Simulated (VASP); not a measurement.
Input of a VASP 6.6.1 run:

File INCAR:

```
ALGO     = Fast           # electronic algorithm
EDIFF    = 1E-7           # SCF threshold, eV
ENCUT    = 520            # plane-wave cutoff, eV
GGA      = PS             # functional
ISIF     = 2              # what is computed and relaxed
ISMEAR   = 0              # smearing method
LASPH    = True           # aspherical terms in the spheres
LCHARG   = True           # write CHGCAR
LELF     = True           # ELF
LREAL    = False          # projectors in reciprocal space
LVHAR    = True         
LWAVE    = False          # write WAVECAR
NBANDS   = 17             # bands
NELM     = 100            # most SCF steps
PREC     = Accurate       # precision mode
SIGMA    = 0.1            # smearing width, eV
```

File KPOINTS:

```
k-points
0
Gamma
  20 20 20
```

POSCAR

```
Hf
1.0
   -2.7349107183      2.7349107183      1.4835089973
    2.7349107183     -2.7349107183      1.4835089973
    2.7349107183      2.7349107183     -1.4835089973
Hf
2
Direct
    0.0000000000      0.0000000000      0.0000000000
    0.7500000000      0.2500000000      0.5000000000
```

Potentials or basis: VASP PAW PBE potentials, release 64 (Hf_pv).

Run with:

```sh
$ cat potpaw_PBE.64/Hf_pv/POTCAR > POTCAR
$ mpirun -np 1 vasp_std > vasp.out
```

Question: Predict the band gap on the k mesh.

Answer: None (metal or under the smearing width).

Question: What does it give for the pressure?

Answer: -0.3 GPa.

Caveat: the PAW data sets were made with another functional, which shifts forces and pressure a little. Spin-orbit coupling is left out, which matters for the levels of Hf.
